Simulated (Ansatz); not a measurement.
## Guessed and relaxed cells of Si

The cell of Si is invented: 4-connected net of one element (Pmma, No. 51). Its size is a rough estimate.

start:

Space group Pmma (No. 51). a = 3.649 Å, b = 5.688 Å, c = 5.298 Å, α = 90.00°, β = 90.00°, γ = 90.00°
```csv
atom,site,symmetry,x,y,z
Si,4k,m..,0.7500,0.3046,0.1196
Si,2e,mm2,0.2500,0.0000,0.6189
```

Level of theory: Ansatz, DFT PBE, scalar-relativistic, plane waves, PAW. Cutoff 420 eV, Gaussian smearing, Γ-centred meshes. Cell and atoms relax first on a coarse mesh and then on a converged one. In between, the cell is made exact in the group found at 0.06 Å. The steps can't lower the symmetry of their start. No spin polarisation.

end:

Space group Pmma (No. 51). a = 3.864 Å, b = 5.864 Å, c = 5.946 Å, α = 90.00°, β = 90.00°, γ = 90.00°
| atom | site | symmetry | x | y | z |
| --- | --- | --- | --- | --- | --- |
| Si | 4k | m.. | 0.7500 | 0.2941 | 0.1166 |
| Si | 2e | mm2 | 0.2500 | 0.0000 | 0.6128 |

The symmetry stays Pmma (No. 51). The volume per atom grows by 22.5 %, from 18.3 to 22.5 Å³. The shortest distance goes from 2.22 Å (Si–Si) to 2.35 Å (Si–Si). The energy falls by about 0.27 eV/atom (the start's value is from the coarse mesh).

```json
{"Volume per atom": "22.45 Å³", "Density": "2.08 g/cm³", "Energy over the standard state": "+0.153 eV/atom", "Gap on the 10×6×6 mesh of the 6-atom cell": "0.26 eV"}
```

Energies count from the standard state of Si at the same level. It lies above the standard state, so it could only be metastable.

The last run used Gaussian smearing of 0.01 eV. Kohn–Sham gaps at this level usually fall short of measured ones. Small gaps are read on the mesh alone, and bands can cross between its points. Symmetry constrained the relaxation, so the result can be a saddle point. In all, the 3 runs took 4.1 min on 1 thread of Intel(R) Xeon(R) Processor @ 2.50GHz (Skylake/Cascade Lake), with other jobs on the host.
